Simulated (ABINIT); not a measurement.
# SnSe2 (P-3m1) in ABINIT: single point with PBEsol

Aim: the single point of SnSe2 with PBEsol.

All numbers are computed with ABINIT 10.8.3 (patched build); they aren't measurements. Logs are shortened: lines on timing, memory, paths and dates and some standing lists are left out, and cuts for length are marked. The log counts tension as positive stress, the text compression.

**1. The structure**

The structure is trigonal, space group P-3m1 (No. 164). The conventional cell has a = 3.811 Å, b = 3.811 Å, c = 6.136 Å, α = 90.00°, β = 90.00°, γ = 120.00°. Sn (site symmetry -3m) is surrounded by 6 Se at 2.68 Å. Se (site symmetry 3m) is surrounded by 3 Sn at 2.68 Å.

**2. Single point, PBEsol**

The input, run.abi:

```
# Pseudopotentials
pp_dirpath "./"
pseudos "Sn.upf, Se.upf"

# Structure
acell 3*1.0
rprim
     7.2017462609     0.0000000000     0.0000000000
    -3.6008731305     6.2368952135     0.0000000000
     0.0000000000     0.0000000000    11.5953595007
ntypat 2
znucl 50 34
natom 3
typat 1 2 2
xred
     0.0000000000     0.0000000000     0.0000000000
     0.6666666667     0.3333333333     0.7510000000
     0.3333333333     0.6666666667     0.2490000000

# Plane-wave basis
ecut 39.0

# k points
kptopt 1
ngkpt 6 6 4
nshiftk 1
shiftk 0.0 0.0 0.0

# Exchange and correlation
ixc -116133

# Bands and occupations
nband 28
occopt 3
tsmear 0.05 eV

# SCF cycle
nstep 100
tolvrs 1.0e-10

# Output
iomode 3
prtwf 0
prteig 0
prtebands 0
enunit 1
prtden 1
prtvha 1
prtvclmb 1
prtpot 1
prtelf 1
```

Potentials or basis: PseudoDojo NC SR PBEsol v0.4.1 standard.

On the command line:

```console
> abinit run.abi > log 2>&1
```

run.abo:

```text
.Version 10.8.3 of ABINIT
 Symmetries : space group P-3 m 1 (#164); Bravais hP (primitive hexag.)
================================================================================
 Values of the parameters that define the memory need of the present run
     intxc =       0    ionmov =       0      iscf =       7    lmnmax =       6
     lnmax =       6     mgfft =      72  mpssoang =       3    mqgrid =    3260
     natom =       3  nloc_mem =       1    nspden =       1   nspinor =       1
    nsppol =       1      nsym =      12    n1xccc =    2501    ntypat =       2
    occopt =       3   xclevel =       2
       mpw =        6078          nfft =      145800          nkpt =          24
================================================================================
================================================================================

--------------------------------------------------------------------------------
------------- Echo of variables that govern the present computation ------------
--------------------------------------------------------------------------------
 -outvars: echo values of preprocessed input variables --------
            acell      1.0000000000E+00  1.0000000000E+00  1.0000000000E+00 Bohr
              amu      1.18710000E+02  7.89600000E+01
             ecut      3.90000000E+01 Hartree
           enunit           1
              ixc     -116133
         kptrlatt        6    0    0      0    6    0      0    0    4
          kptrlen      4.32104776E+01
            natom           3
            nband          28
            ngfft          45      45      72
             nkpt          24
            nstep         100
             nsym          12
           ntypat           2
           occopt           3
        prtebands           0
           prteig           0
           prtelf           1
           prtpot           1
         prtvclmb           1
           prtvha           1
            prtwf           0
            rprim      7.2017462609E+00  0.0000000000E+00  0.0000000000E+00
                      -3.6008731305E+00  6.2368952135E+00  0.0000000000E+00
                       0.0000000000E+00  0.0000000000E+00  1.1595359501E+01
          spgroup         164
           tolvrs      1.00000000E-10
           tsmear      1.83746611E-03 Hartree
            typat      1  2  2
           xangst      0.0000000000E+00  0.0000000000E+00  0.0000000000E+00
                       1.9054999987E+00  1.1001409372E+00  4.6081359969E+00
                      -1.7639782332E-11  2.2002818744E+00  1.5278639990E+00
            xcart      0.0000000000E+00  0.0000000000E+00  0.0000000000E+00
                       3.6008731304E+00  2.0789650712E+00  8.7081149850E+00
                      -3.3334357529E-11  4.1579301423E+00  2.8872445157E+00
             xred      0.0000000000E+00  0.0000000000E+00  0.0000000000E+00
                       6.6666666667E-01  3.3333333333E-01  7.5100000000E-01
                       3.3333333333E-01  6.6666666667E-01  2.4900000000E-01
            znucl       50.00000   34.00000

================================================================================

 chkinp: Checking input parameters for consistency.

================================================================================
== DATASET  1 ==================================================================

--- !DatasetInfo
iteration_state: {dtset: 1, }
dimensions: {natom: 3, nkpt: 24, mband: 28, nsppol: 1, nspinor: 1, nspden: 1, mpw: 6078, }
cutoff_energies: {ecut:  39.0, pawecutdg:  -1.0, }
electrons: {nelect:   4.60000000E+01, charge:   0.00000000E+00, occopt:   3.00000000E+00, tsmear:   1.83746611E-03, }
meta: {optdriver: 0, ionmov: 0, optcell: 0, iscf: 7, paral_kgb: 0, }
...

 Real(R)+Recip(G) space primitive vectors, cartesian coordinates (Bohr,Bohr^-1):
 R(1)=  7.2017463  0.0000000  0.0000000  G(1)=  0.1388552  0.0801681  0.0000000
 R(2)= -3.6008731  6.2368952  0.0000000  G(2)=  0.0000000  0.1603362  0.0000000
 R(3)=  0.0000000  0.0000000 11.5953595  G(3)=  0.0000000  0.0000000  0.0862414
 Unit cell volume ucvol=  5.2082339E+02 bohr^3
 Angles (23,13,12)=  9.00000000E+01  9.00000000E+01  1.20000000E+02 degrees

 getcut: wavevector=  0.0000  0.0000  0.0000  ngfft=  45  45  72
         ecut(hartree)=     39.000   => boxcut(ratio)=   2.17329

--- Pseudopotential description ------------------------------------------------
- pspini: atom type   1  psp file is ./Sn.upf
12 -116133 2 -1 1628                          pspcod,pspxc,lmax,lloc,mmax
     nproj     2     2     2

- pspini: atom type   2  psp file is ./Se.upf
12 -116133 2 -1 1198                          pspcod,pspxc,lmax,lloc,mmax
     nproj     2     2     2

   4.17694235E+03                                ecore*ucvol(ha*bohr**3)
--------------------------------------------------------------------------------

================================================================================

--- !BeginCycle
iteration_state: {dtset: 1, }
solver: {iscf: 7, nstep: 100, nline: 4, wfoptalg: 0, }
tolerances: {tolvrs: 1.00E-10, }
...

     iter   Etot(hartree)      deltaE(h)  residm     vres2
 ETOT  1  -318.85765752548    -3.189E+02 1.748E+00 9.672E+01
 ETOT  2  -320.88174264843    -2.024E+00 3.369E-02 1.376E+01
 ETOT  3  -320.88377314821    -2.030E-03 2.864E-02 1.376E+00
 ETOT  4  -320.88380058159    -2.743E-05 2.110E-03 2.677E-01
 ETOT  5  -320.88383517642    -3.459E-05 6.510E-04 4.148E-03
 ETOT  6  -320.88383530997    -1.335E-07 1.208E-03 7.378E-04
 ETOT  7  -320.88383532959    -1.962E-08 5.138E-04 1.393E-04
 ETOT  8  -320.88383533584    -6.258E-09 1.421E-03 3.918E-06
 ETOT  9  -320.88383533616    -3.112E-10 4.292E-04 6.574E-07
 ETOT 10  -320.88383533619    -3.502E-11 1.066E-03 7.836E-09
 ETOT 11  -320.88383533620    -1.029E-11 2.564E-04 2.132E-09
 ETOT 12  -320.88383533618     1.899E-11 6.044E-04 2.411E-11

 At SCF step   12       vres2   =  2.41E-11 < tolvrs=  1.00E-10 =>converged.

 Compute ELF
--------------------------------------------------------------------------------

 Compute kinetic energy density

 Compute gradient of the electron density
 Electron Localization Function (ELF) [min:0;max:1]
)     Maximum=    8.4956E-01  at reduced coord.    0.6667    0.3333    0.5694
)     Minimum=    0.0000E+00  at reduced coord.    0.3333    0.6667    0.2500
   Integrated=    1.6400E+02

--------------------------------------------------------------------------------
 End of ELF section

 Cartesian components of stress tensor (hartree/bohr^3)
  sigma(1 1)= -6.33012526E-05  sigma(3 2)=  0.00000000E+00
  sigma(2 2)= -6.33012523E-05  sigma(3 1)=  0.00000000E+00
  sigma(3 3)= -1.17567348E-04  sigma(2 1)=  1.22934011E-13

--- !ResultsGS
iteration_state: {dtset: 1, }
comment   : Summary of ground state results
lattice_vectors:
- [  7.2017463,   0.0000000,   0.0000000, ]
- [ -3.6008731,   6.2368952,   0.0000000, ]
- [  0.0000000,   0.0000000,  11.5953595, ]
lattice_lengths: [   7.20175,    7.20175,   11.59536, ]
lattice_angles: [ 90.000,  90.000, 120.000, ] # degrees, (23, 13, 12)
lattice_volume:   5.2082339E+02
convergence: {deltae:  1.899E-11, res2:  2.411E-11, residm:  6.044E-04, diffor: null, }
etotal    :  -3.20883835E+02
entropy   :   0.00000000E+00
fermie    :   1.50162058E-01
cartesian_stress_tensor: # hartree/bohr^3
- [ -6.33012526E-05,   1.22934011E-13,   0.00000000E+00, ]
- [  1.22934011E-13,  -6.33012523E-05,   0.00000000E+00, ]
- [  0.00000000E+00,   0.00000000E+00,  -1.17567348E-04, ]
pressure_GPa:   2.3946E+00
xred      :
- [  0.0000E+00,   0.0000E+00,   0.0000E+00, Sn]
- [  6.6667E-01,   3.3333E-01,   7.5100E-01, Se]
- [  3.3333E-01,   6.6667E-01,   2.4900E-01, Se]
cartesian_forces: # hartree/bohr
- [ -0.00000000E+00,  -0.00000000E+00,  -0.00000000E+00, ]
- [ -0.00000000E+00,  -0.00000000E+00,  -1.20827346E-02, ]
- [ -0.00000000E+00,  -0.00000000E+00,   1.20827346E-02, ]
force_length_stats: {min:   0.00000000E+00, max:   1.20827346E-02, mean:   8.05515639E-03, }
...

 Integrated electronic density in atomic spheres:
 ------------------------------------------------
 Atom  Sphere_radius  Integrated_density
    1        2.00000         10.49288134
    2        2.00000         13.22384933
    3        2.00000         13.22384933
================================================================================

 ----iterations are completed or convergence reached----

 Mean square residual over all n,k,spin=   10.125E-07; max=  60.440E-05
 reduced coordinates (array xred) for    3 atoms
       0.000000000000      0.000000000000      0.000000000000
       0.666666666667      0.333333333333      0.751000000000
       0.333333333333      0.666666666667      0.249000000000
 rms dE/dt=  6.6045E-02; max dE/dt=  1.4010E-01; dE/dt below (all hartree)
    1       0.000000000000      0.000000000000      0.000000000000
    2       0.000000000000      0.000000000000      0.140103651332
    3       0.000000000000      0.000000000000     -0.140103651332

 cartesian coordinates (angstrom) at end:
    1      0.00000000000000     0.00000000000000     0.00000000000000
    2      1.90549999868555     1.10014093717839     4.60813599687231
    3     -0.00000000001764     2.20028187435677     1.52786399896299

 cartesian forces (hartree/bohr) at end:
    1     -0.00000000000000    -0.00000000000000    -0.00000000000000
    2     -0.00000000000000    -0.00000000000000    -0.01208273459081
    3     -0.00000000000000    -0.00000000000000     0.01208273459081
 frms,max,avg= 5.6958557E-03 1.2082735E-02   0.000E+00  0.000E+00  0.000E+00 h/b

 cartesian forces (eV/Angstrom) at end:
    1     -0.00000000000000    -0.00000000000000    -0.00000000000000
    2     -0.00000000000000    -0.00000000000000    -0.62131919384829
    3     -0.00000000000000    -0.00000000000000     0.62131919384829
 frms,max,avg= 2.9289268E-01 6.2131919E-01   0.000E+00  0.000E+00  0.000E+00 e/A
 length scales=  1.000000000000  1.000000000000  1.000000000000 bohr
              =  0.529177210544  0.529177210544  0.529177210544 angstroms
 Fermi (or HOMO) energy (eV) =   4.08612   Average Vxc (eV)= -10.20587
 Eigenvalues (   eV  ) for nkpt=  24  k points:
 kpt#   1, nband= 28, wtk=  0.00694, kpt=  0.0000  0.0000  0.0000 (reduced coord)
 -43.19104  -43.19104  -43.19083  -43.19083  -43.13912  -43.13912  -43.13859  -43.13859
 -43.12066  -43.12054  -17.50204  -17.50204  -17.46192  -17.44767  -17.44767  -10.32182
  -8.52864   -2.39145    3.02230    3.02230    3.32400    3.32400    3.73000    4.69635
   6.56578    8.30210    8.30210   11.75943
 prteigrs : prtvol=0 or 1, do not print more k-points.

--- !EnergyTerms
iteration_state     : {dtset: 1, }
comment             : Components of total free energy in Hartree
kinetic             :  2.03922955203532E+02
hartree             :  9.60087076324661E+01
xc                  : -6.98180970774615E+01
Ewald energy        : -1.70524007114037E+02
psp_core            :  8.01988239896419E+00
local_psp           : -2.61099743928380E+02
non_local_psp       : -1.27393530422841E+02
internal            : -3.20883833307757E+02
'-kT*entropy'       : -2.02842510006676E-06
total_energy        : -3.20883835336182E+02
total_energy_eV     : -8.73169398342462E+03
band_energy         : -3.90273038427242E+01
...

 Cartesian components of stress tensor (hartree/bohr^3)
  sigma(1 1)= -6.33012526E-05  sigma(3 2)=  0.00000000E+00
  sigma(2 2)= -6.33012523E-05  sigma(3 1)=  0.00000000E+00
  sigma(3 3)= -1.17567348E-04  sigma(2 1)=  1.22934011E-13

-Cartesian components of stress tensor (GPa)         [Pressure=  2.3946E+00 GPa]
- sigma(1 1)= -1.86238715E+00  sigma(3 2)=  0.00000000E+00
- sigma(2 2)= -1.86238714E+00  sigma(3 1)=  0.00000000E+00
- sigma(3 3)= -3.45895081E+00  sigma(2 1)=  3.61684346E-09

== END DATASET(S) ==============================================================
================================================================================

 -outvars: echo values of variables after computation  --------
            acell      1.0000000000E+00  1.0000000000E+00  1.0000000000E+00 Bohr
           etotal     -3.2088383534E+02
            fcart     -0.0000000000E+00 -0.0000000000E+00 -0.0000000000E+00
                      -0.0000000000E+00 -0.0000000000E+00 -1.2082734591E-02
                      -0.0000000000E+00 -0.0000000000E+00  1.2082734591E-02
            rprim      7.2017462609E+00  0.0000000000E+00  0.0000000000E+00
                      -3.6008731305E+00  6.2368952135E+00  0.0000000000E+00
                       0.0000000000E+00  0.0000000000E+00  1.1595359501E+01
           strten     -6.3301252565E-05 -6.3301252324E-05 -1.1756734841E-04
                       0.0000000000E+00  0.0000000000E+00  1.2293401055E-13
           xangst      0.0000000000E+00  0.0000000000E+00  0.0000000000E+00
                       1.9054999987E+00  1.1001409372E+00  4.6081359969E+00
                      -1.7639782332E-11  2.2002818744E+00  1.5278639990E+00
             xred      0.0000000000E+00  0.0000000000E+00  0.0000000000E+00
                       6.6666666667E-01  3.3333333333E-01  7.5100000000E-01
                       3.3333333333E-01  6.6666666667E-01  2.4900000000E-01
 Calculation completed.
```

Run time: 3 min. Hardware: 1 thread of Arm Neoverse V1, shared host; peak memory 0.15 GiB.

What came out:

```yaml
Free_energy: -8731.6940 eV
Pressure: 2.4 GPa
Largest_force: 0.621 eV/Å
Band_gap_on_the_k_mesh: 0.72 eV, indirect (least direct gap 0.97 eV)
Valence_electrons_inside_the_program's_atomic_spheres: Sn 10.49; Se 13.22
```

Forces in eV/Å, atoms in the order of the input:
```
Sn   0.000  0.000  0.000
Se   0.000  0.000 -0.621
Se   0.000  0.000  0.621
```

Levels at points of the mesh, in eV from the valence-band top:
| k point | band 20 | band 21 | band 22 | band 23 | band 24 | band 25 | band 26 | band 27 |
| --- | --- | --- | --- | --- | --- | --- | --- | --- |
| (0.00, 0.00, 0.00) | -0.71 | -0.41 | -0.41 | 0.00 | 0.97 | 2.84 | 4.57 | 4.57 |
| (0.50, 0.00, 0.00) | -2.94 | -2.71 | -1.24 | -0.32 | 1.08 | 3.69 | 5.33 | 5.42 |
| (0.00, 0.00, 0.50) | -0.80 | -0.80 | -0.25 | -0.25 | 2.37 | 2.80 | 4.30 | 4.30 |
| (0.50, 0.00, 0.50) | -2.55 | -2.02 | -0.87 | -0.72 | 0.79 | 4.16 | 4.75 | 5.73 |

Caveat: spin-orbit coupling is left out, which moves the levels of the heavy elements; this functional lacks dispersion, which binds the layers, so the pressure and a relaxed spacing across them are unreliable.
